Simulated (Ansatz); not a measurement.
## Sr under changes of volume

One of the cells (56.319 Å³/atom); the others are scaled copies at fixed shape and fractional positions:

```xyz
1
Lattice="0.0000 3.0423 3.0423 3.0423 0.0000 3.0423 3.0423 3.0423 0.0000" Properties=species:S:1:pos:R:3 pbc="T T T"
Sr    0.0000    0.0000    0.0000
```

```yaml
Program: Ansatz 0.2.0
Functional: LDA
Potentials_or_basis: Ansatz PAW
Cutoff: "420 eV (not typed: the program's choice for these potentials)"
k_mesh: 6 × 6 × 6
Occupations: fermi-dirac, width 0.05 eV
Spin: no spin polarisation
```

| volume (Å³/atom) | energy over the lowest point (meV/atom) | pressure (GPa) |
| --- | --- | --- |
| 52.940 | 0.00 | -1.0 |
| 54.067 | 7.54 | -1.2 |
| 55.193 | 16.57 | -1.4 |
| 56.319 | 26.93 | -1.5 |
| 57.446 | 38.46 | -1.7 |
| 58.572 | 51.04 | -1.8 |
| 59.698 | ? | ? |

Question: What does the run at 59.698 Å³/atom give?

Answer: Energy over the lowest point 64.53 meV/atom; pressure -2.0 GPa.

Worked out: A Birch-Murnaghan fit of order 3 (a polynomial in V^(-2/3)) to the other rows has no minimum within the range. It gives 64.53 meV/atom at 59.698 Å³/atom, against the run's 64.53, and -dE/dV = -2.0 GPa, against -2.0.

Energies are extrapolated to zero smearing.

Caveats: the PAW data sets come from PBE, with cores solved anew for the run's functional, which leaves a small shift of forces and pressure.
